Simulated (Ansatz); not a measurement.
**Property card for TePt**

These are results of Ansatz 0.2.0, DFT PBEsol, scalar-relativistic, plane waves, PAW, not measurements.

Plane waves to 420 eV, a k mesh through Γ of 12×12×8 on the computed 4-atom cell and Gaussian smearing (0.10 eV); no spin polarisation.

The structure is relaxed at this level of theory with its symmetry kept. Whether it is the stable form of this composition wasn't checked.

```
Te Pt
1.0
     4.22315    0.00000    0.00000
    -2.11157    3.65735    0.00000
     0.00000    0.00000    5.54165
Te Pt
2 2
Cartesian
  0.0000 2.4382 1.3854
  2.1116 1.2191 4.1562
  0.0000 0.0000 0.0000
  0.0000 0.0000 2.7708
```

```
Space group                                                       : P6_3/mmc (No. 194)
Volume per atom                                                   : 21.40 Å³
Formation energy from the elements' standard states (uncorrected) : -0.206 eV/atom
Kohn–Sham band gap                                                : none (metal)
Density of states at the Fermi level                              : 2.39 states/eV per cell
Löwdin character within 0.5 eV of the Fermi level                 : Te 5p 48 %, Pt 5d 39 %, unprojected 5 %
Bulk modulus                                                      : 137 GPa
Its pressure derivative                                           : 5.0
Bader charges (e)                                                 : Te (2 in the cell) 0.46, Pt (2 in the cell) -0.46
```

Spin-orbit coupling is left out, which matters for the bands of heavy elements.